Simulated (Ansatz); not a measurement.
Wanted: the native input for an Ansatz 0.2.0 run.

- Task: single point
- Functional: PBE
- Potentials or basis: Ansatz NC
- Cutoff: 1240 eV (not typed: the program's choice for these potentials)
- k mesh: 6 × 3 × 9
- Occupations: fermi-dirac, width 0.05 eV
- Spin: no spin polarisation

The system is Al2O3.

```xyz
10
Lattice="4.6138 0.0000 0.0000 0.0000 9.5633 0.0000 0.0000 0.0000 3.1199" Properties=species:S:1:pos:R:3 pbc="T T T"
Al    4.5352    7.8856    0.0000
Al    0.0785    1.6777    0.0000
Al    2.2283    6.4593    1.5599
Al    2.3854    3.1040    1.5599
O     2.3069    4.7816    1.5599
O     0.5704    7.2016    1.5599
O     1.7365    2.4200    0.0000
O     2.8773    7.1433    0.0000
O     0.0000    0.0000    0.0000
O     4.0434    2.3617    1.5599
```

Measurements of this composition are mostly on another form, of space group No. 167.

These files were run (other wordings do the same):

input.yaml

```yaml
crystal:
  lattice:
    - [4.613777, 0.0, 0.0]
    - [0.0, 9.563279, 0.0]
    - [0.0, 0.0, 3.119862]
  atoms:
    - { symbol: Al, position: [0.982975, 0.824573, 0.0] }
    - { symbol: Al, position: [0.017025, 0.175427, 0.0] }
    - { symbol: Al, position: [0.482975, 0.675427, 0.5] }
    - { symbol: Al, position: [0.517025, 0.324573, 0.5] }
    - { symbol: O, position: [0.5, 0.5, 0.5] }
    - { symbol: O, position: [0.123635, 0.75305, 0.5] }
    - { symbol: O, position: [0.376365, 0.25305, 0.0] }
    - { symbol: O, position: [0.623635, 0.74695, 0.0] }
    - { symbol: O, position: [0.0, 0.0, 0.0] }
    - { symbol: O, position: [0.876365, 0.24695, 0.5] }
hamiltonian:
  xc: pbe
  pseudopotentials: { kind: nc }
kpoints:
  mp_grid: { grid: [6, 3, 9] }
scf:
  occupations: { method: fermi_dirac, width: 0.05 }
output:
  forces: true
  stress: true
  eigenvalues: true
```

Potentials or basis: Ansatz NC.

Run with:

```console
$ ansatz run input.yaml --threads 4 --pin off --max-ram 11264MiB --backend cpu --events-out ev --progress --plain --runs-dir out
```

It gave:

```
Pressure               : -0.1 GPa
Largest force          : 0.191 eV/Å
Band gap on the k mesh : 3.51 eV, direct
```

Caveat: odd divisions of the mesh miss points on the zone boundary, where band edges often lie, so the gap on the mesh can be too wide.

It took 13 s on 4 threads of Arm Neoverse V2 (shared host), peak memory 1.3 GiB.
